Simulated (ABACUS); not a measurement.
Crystal: Al.

```
Al
1.0
    -1.59122    1.59122    1.59122
     1.59122   -1.59122    1.59122
     1.59122    1.59122   -1.59122
Al
1
Direct
  0.00000 0.00000 0.00000
```

This isn't the form of Al at room conditions, which is fcc.

```yaml
Program: ABACUS 3.10.1
Task: single point
Functional: PBE
Potentials_or_basis: PseudoDojo NC SR 0.4.1 PBE standard
Cutoff: 558 eV
Density_cutoff: 2231 eV
Basis: plane waves
k_mesh: 12 × 12 × 12
Occupations: fermi-dirac, width 0.05 eV
Spin: no spin polarisation
```

On this cell: pressure 3.6 GPa; band gap on the k mesh none (metal or under the smearing width).

The same run follows on a disturbed copy (cell strained at random at fixed volume):

```xyz
1
Lattice="-1.6989 1.5643 1.6008 1.6310 -1.5829 1.5514 1.6604 1.5443 -1.6194" Properties=species:S:1:pos:R:3 pbc="T T T"
Al    0.0311   -0.0117    0.0086
```

Task: What does the disturbed cell give?

Result: The energy (extrapolated to zero smearing) moves by +1.4 meV/atom; pressure 3.7 GPa; band gap on the k mesh none (metal or under the smearing width).

Stress tensor (GPa, compression positive):
```
4.83 0.47 1.42
0.47 3.12 0.59
1.42 0.59 3.15
```
